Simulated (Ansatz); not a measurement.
Strain and the gap of BN (zincblende)

BN in the zincblende structure, relaxed with r2SCAN in the plane-wave code Ansatz. It is cubic, F-43m (No. 216); conventional cell a = 3.610 Å, 5.88 Å³ an atom. B is surrounded by 4 N at 1.56 Å; N is surrounded by 4 B at 1.56 Å.

The axes x, y and z are those of this cell:
```
CELL_PARAMETERS angstrom
0.00000 1.80483 1.80483
1.80483 0.00000 1.80483
1.80483 1.80483 0.00000
ATOMIC_POSITIONS crystal
B 0.00000 0.00000 0.00000
N 0.25000 0.25000 0.25000
```

Unstrained: PBE gives an indirect gap of 4.477 eV, from Γ to X; the least direct gap is 8.852 eV at Γ. r2SCAN gives an indirect gap of 5.003 eV, from Γ to X; the least direct gap is 9.587 eV at Γ. The HSE06 gap is indirect, 5.794 eV (Γ to X), below the direct gap of 10.592 eV at Γ. Meshes: PBE 12×12×12, r2SCAN 12×12×12, HSE06 8×8×8. Strains are changes of length per length. After each strain the atoms were relaxed again with r2SCAN within the symmetry that the strain leaves, so tilts or polar shifts that break it weren't tested; points keep the names that they have in the unstrained zone. The values are computed, spin-unpolarised, and not measurements.

Changes of the least gap in eV (an overlap counts as a negative gap):
```csv
strain,volume change (%),space group,PBE,r2SCAN,HSE06,"energy rise, r2SCAN (meV/atom)"
"biaxial -0.87 % in x and y, z held",-1.7,I-4m2,-0.064,-0.060,-0.060,2.8
isotropic -1.89 % on every length,-5.6,F-43m,+0.058,+0.072,+0.074,24.4
```

Biaxial -0.87 % in x and y, z held. HSE06: the gap goes from 5.794 to 5.734 eV (-0.060 eV); with r2SCAN the top three valence levels at Γ, degenerate before, become 2+1 from the top over 91 meV. Stress change with r2SCAN, compression positive: xx +9.01, yy +9.01, zz +3.18 GPa.

Isotropic -1.89 % on every length. HSE06: the gap goes from 5.794 to 5.868 eV (+0.074 eV). Stress change with r2SCAN, compression positive: xx +24.90, yy +24.90, zz +24.90 GPa. For HSE06, dE_g/d ln V = -1.3 eV over this step.

The meshes of the hybrids are coarse, so their gaps aren't converged to the digits shown.

The splittings at Γ are without spin-orbit coupling, which regroups them where it is of like size or larger.
